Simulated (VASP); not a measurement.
**ZrS under changes of volume**

One of the cells (18.450 Å³/atom); the others are scaled copies at fixed shape and fractional positions:

```
CELL_PARAMETERS angstrom
0.00000 2.64238 2.64238
2.64238 0.00000 2.64238
2.64238 2.64238 0.00000
ATOMIC_POSITIONS crystal
Zr 0.00000 0.00000 0.00000
S 0.50000 0.50000 0.50000
```

* Program: VASP 6.6.1
* Functional: PBEsol
* Potentials or basis: VASP PAW PBE potentials, release 64 (Zr_sv, S)
* Cutoff: 520 eV
* k mesh: 9 × 9 × 9
* Occupations: fermi-dirac, width 0.05 eV
* Spin: no spin polarisation

| volume (Å³/atom) | energy over the lowest point (meV/atom) | pressure (GPa) |
| --- | --- | --- |
| 17.003 | 1.49 | 2.2 |
| 17.364 | 0.00 | -0.9 |
| 17.726 | 5.30 | -3.8 |
| 18.450 | 33.36 | -8.5 |
| 18.811 | ? | ? |
| 19.173 | 80.70 | -12.3 |

Question: What does the run at 18.811 Å³/atom give?

Answer: Energy over the lowest point 54.91 meV/atom; pressure -10.5 GPa.

Worked out: A Birch-Murnaghan fit of order 3 (a polynomial in V^(-2/3)) to the other rows has its minimum at 17.26 Å³/atom with B0 = V·E''(V) = 148 GPa and B' = 4.4. It gives 54.85 meV/atom at 18.811 Å³/atom, against the run's 54.91, and -dE/dV = -10.5 GPa, against -10.5.

Energies are extrapolated to zero smearing.

Caveats: the PAW data sets were made with another functional, which shifts forces and pressure a little.
